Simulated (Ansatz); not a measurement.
# GaN: band gap under strain

Aim: follow the gap of GaN (zincblende) through these states: -2.0 % equal strain in all directions; -1.0 % equal strain in all directions; +1.0 % equal strain in all directions. The table at the end shows which levels were run.

The runs shown are made with Ansatz 0.2.0. PAW datasets, plane waves. The values are computed, spin-unpolarised, and not measurements.

### 1 Starting point

The unstrained cell was relaxed with r2SCAN; in each strained cell the atoms were relaxed again with r2SCAN. Names of k-points are those of the unstrained zone, where strain can split equivalent points. First state: -2.0 % equal strain in all directions.

The symmetry is F-43m (No. 216, cubic); conventional cell a = 4.408 Å, 10.71 Å³ an atom. Ga has 4 N at 1.91 Å; N has 4 Ga at 1.91 Å.

Structure file:

```
Ga N
1.0
     0.00000    2.20397    2.20397
     2.20397    0.00000    2.20397
     2.20397    2.20397    0.00000
Ga N
1 1
Direct
  0.00000 0.00000 0.00000
  0.25000 0.25000 0.25000
```

From earlier runs on the unstrained cell: PBE 1.76 eV, r2SCAN 2.17 eV, HSE06 3.01 eV, r2SCAN+SOC 2.17 eV, G0W0 2.86 eV (on its mesh); a = 4.498 Å.

### 2 -2.0 % equal strain in all directions: PBE

Input file input.yaml:

```yaml
crystal:
  lattice:
    - [0.0, 2.2039734903, 2.2039734903]
    - [2.2039734903, 0.0, 2.2039734903]
    - [2.2039734903, 2.2039734903, 0.0]
  atoms:
    - { symbol: Ga, position: [0.0, 0.0, 0.0] }
    - { symbol: "N", position: [0.25, 0.25, 0.25] }
kpoints:
  mp_grid: { grid: [10, 10, 10] }
  band_path:
    path:
      - [0.0, 0.0, 0.0]
      - [-0.5, -0.5, 0.0]
      - [-0.375, -0.375, 0.25]
      - [-0.375, 0.0, 0.375]
      - [0.0, 0.0, 0.5]
      - [-0.5, -0.25, 0.25]
    npoints: 1
hamiltonian:
  xc: pbe
scf:
  occupations: { method: fermi_dirac, width: 0.02 }
  n_extra_bands: 4
output:
  forces: true
  stress: true
  eigenvalues: true
  write_density: true
  write_potential: true
  elf: true
  volumetric_format: npy
```

Run with:

```
$ ansatz run input.yaml --threads 2 --pin off --max-ram 20275MiB --backend cpu --events-out ev --progress --plain --runs-dir out
```

Further steps of the session: -2.0 % equal strain in all directions: r2SCAN; -2.0 % equal strain in all directions: HSE06; -2.0 % equal strain in all directions: r2SCAN+SOC; -2.0 % equal strain in all directions: r2SCAN; -2.0 % equal strain in all directions: G0W0@PBE; -1.0 % equal strain in all directions: PBE; -1.0 % equal strain in all directions: r2SCAN; -1.0 % equal strain in all directions: HSE06; -1.0 % equal strain in all directions: r2SCAN+SOC; -1.0 % equal strain in all directions: r2SCAN; -1.0 % equal strain in all directions: G0W0@PBE; +1.0 % equal strain in all directions: PBE; +1.0 % equal strain in all directions: r2SCAN; +1.0 % equal strain in all directions: HSE06; +1.0 % equal strain in all directions: r2SCAN+SOC; +1.0 % equal strain in all directions: r2SCAN; +1.0 % equal strain in all directions: G0W0@PBE.

What does the calculation give?

**Answer**, as computed:

Least gap in eV (negative: overlap), with the change from the unstrained cell in brackets. G0W0 is on its own coarse mesh.

| state | volume change (%) | PBE | r2SCAN | HSE06 | G0W0 |
| --- | --- | --- | --- | --- | --- |
| -2.0 % equal strain in all directions | -5.9 | 2.14 (+0.38) | 2.58 (+0.41) | 3.45 (+0.44) | 3.38 (+0.52) |
| -1.0 % equal strain in all directions | -3.0 | 1.95 (+0.19) | 2.37 (+0.20) | 3.23 (+0.22) | 3.12 (+0.26) |
| +1.0 % equal strain in all directions | +3.0 | 1.56 (-0.20) | 1.97 (-0.20) | 2.78 (-0.23) | 2.60 (-0.26) |

**Reading.** The largest move of the HSE06 gap in the table is +0.446 eV, under -2.0 % equal strain in all directions. PBE and HSE06 differ by 1.25 eV on the unstrained gap, and by at most 0.06 eV on its change: PBE follows the response to strain far better than the gap itself. G0W0 here is at a finite number of bands, screening cutoff and k mesh, not at the basis limit.
